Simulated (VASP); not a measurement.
# Ca under changes of volume

One of the cells (45.616 Å³/atom); the others are scaled copies at fixed shape and fractional positions:

```xyz
2
Lattice="4.0064 0.0000 0.0000 -2.0032 3.4696 0.0000 0.0000 0.0000 6.5632" Properties=species:S:1:pos:R:3 pbc="T T T"
Ca    2.0032    1.1565    4.9224
Ca    0.0000    2.3131    1.6408
```

This isn't the form of Ca at room conditions, which is fcc.

| Property | Result |
| --- | --- |
| Program | VASP 6.6.1 |
| Functional | PBE |
| Potentials or basis | VASP PAW PBE potentials, release 64 (Ca_sv) |
| Cutoff | 520 eV |
| k mesh | 8 × 8 × 4 |
| Occupations | fermi-dirac, width 0.05 eV |
| Spin | no spin polarisation |

```tsv
volume (Å³/atom)	energy over the lowest point (meV/atom)	pressure (GPa)
42.038	0.00	0.2
42.932	0.00	-0.2
43.827	1.97	-0.5
45.616	?	?
46.510	18.01	-1.4
47.405	26.23	-1.6
```

Task: What does the run at 45.616 Å³/atom give?

Result: Energy over the lowest point 11.13 meV/atom; pressure -1.1 GPa.

Worked out: A Birch-Murnaghan fit of order 3 (a polynomial in V^(-2/3)) to the other rows has its minimum at 42.48 Å³/atom with B0 = V·E''(V) = 17.6 GPa and B' = 3.6 at fixed shape and positions, which overstates the stiffness. It gives 11.14 meV/atom at 45.616 Å³/atom, against the run's 11.13, and -dE/dV = -1.1 GPa, against -1.1.

Energies are extrapolated to zero smearing.
